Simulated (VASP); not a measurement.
Wanted: the native input for a VASP 6.6.1 run.

* Task: relaxation of cell and atoms
* Functional: PBE
* Dispersion: D3(BJ)
* Potentials or basis: VASP PAW PBE potentials, release 64 (Zn, N)
* Cutoff: 600 eV
* k mesh: 4 × 4 × 4
* Occupations: gaussian, width 0.03 eV
* Spin: no spin polarisation
* Further INCAR settings: LREAL = Auto; ALGO = Normal; EDIFF = 1e-07; IBRION = 2; EDIFFG = -0.005; NSW = 90; ISIF = 3

The structure of Zn3N2 lies in POSCAR:

```
Zn3N2                                   
1.0
   -4.8754945081      4.8754945081      4.8754945081
    4.8754945081     -4.8754945081      4.8754945081
    4.8754945081      4.8754945081     -4.8754945081
  Zn              N             
    24    16
Direct
     0.2776215085270964    0.0266315965330519    0.0494007894013114
     0.7490100880059556    0.2223784914729036    0.2717792808742149
     0.0227691928682595    0.4733684034669480    0.7509899119940444
     0.4772308071317404    0.2282207191257850    0.4505992105986885
     0.4505992105986885    0.4772308071317404    0.2282207191257850
     0.0266315965330519    0.0494007894013114    0.2776215085270964
     0.2717792808742149    0.7490100880059556    0.2223784914729036
     0.4733684034669480    0.7509899119940444    0.0227691928682595
     0.7509899119940444    0.0227691928682595    0.4733684034669480
     0.2223784914729036    0.2717792808742149    0.7490100880059556
     0.0494007894013114    0.2776215085270964    0.0266315965330519
     0.2282207191257850    0.4505992105986885    0.4772308071317404
     0.5266315965330519    0.2490100880059554    0.9772308071317406
     0.7282207191257850    0.2509899119940446    0.7776215085270967
     0.9733684034669481    0.9505992105986886    0.7223784914729033
     0.5494007894013114    0.5227691928682594    0.7717792808742150
     0.5227691928682594    0.7717792808742150    0.5494007894013114
     0.9772308071317406    0.5266315965330519    0.2490100880059554
     0.2509899119940446    0.7776215085270967    0.7282207191257850
     0.7223784914729033    0.9733684034669481    0.9505992105986886
     0.2490100880059554    0.9772308071317406    0.5266315965330519
     0.7776215085270967    0.7282207191257850    0.2509899119940446
     0.9505992105986886    0.7223784914729033    0.9733684034669481
     0.7717792808742150    0.5494007894013114    0.5227691928682594
     0.7299268848316092    0.4799268848316091    0.2500000000000000
     0.7500000000000000    0.7700731151683908    0.0200731151683909
     0.0200731151683909    0.7500000000000000    0.7700731151683908
     0.2500000000000000    0.7299268848316092    0.4799268848316091
     0.4799268848316091    0.2500000000000000    0.7299268848316092
     0.7700731151683908    0.0200731151683909    0.7500000000000000
     0.2700731151683909    0.5200731151683908    0.7500000000000000
     0.2500000000000000    0.2299268848316091    0.9799268848316092
     0.9799268848316092    0.2500000000000000    0.2299268848316091
     0.7500000000000000    0.2700731151683909    0.5200731151683908
     0.5200731151683908    0.7500000000000000    0.2700731151683909
     0.2299268848316091    0.9799268848316092    0.2500000000000000
     0.5000000000000000    1.0000000000000000    1.0000000000000000
     0.0000000000000000    1.0000000000000000    0.5000000000000000
     0.0000000000000000    0.5000000000000000    1.0000000000000000
     0.5000000000000000    0.5000000000000000    0.5000000000000000
```

The cell comes from a database or a generator and needn't be the stable form of this composition.

One way to write it, as run:

INCAR

```
ALGO = Normal
EDIFF = 1E-7
EDIFFG = -0.005
ENCUT = 600
GGA = PE
IBRION = 2
ISIF = 3
ISMEAR = 0
IVDW = 12
KPAR = 8
LASPH = T
LCHARG = F
LREAL = Auto
LWAVE = F
NELM = 80
NSW = 90
PREC = Accurate
SIGMA = 0.03
```

KPOINTS

```
k-points
0
Gamma
  4 4 4
```

Potentials or basis: VASP PAW PBE potentials, release 64 (Zn, N).

Command:

```bash
$ cat potpaw_PBE.64/Zn/POTCAR potpaw_PBE.64/N/POTCAR > POTCAR
$ mpirun -np 8 vasp_std > vasp.out
```

Results of the run:

```yaml
Pressure_after_relaxing: 0.0 GPa
Largest_force_after_relaxing: 0.005 eV/Å
Band_gap_on_the_k_mesh: none (metal or under the smearing width)
Dispersion_energy_per_atom: -0.305 eV
```

Caveat: the relaxation stopped at its first step, so nothing moved; pairwise dispersion overbinds metals, which lowers pressure and volume.

Run time: 14 min on 8 MPI ranks on AMD EPYC 7R13 Processor (Zen 3) (shared host), peak memory 1.1 GiB a rank.
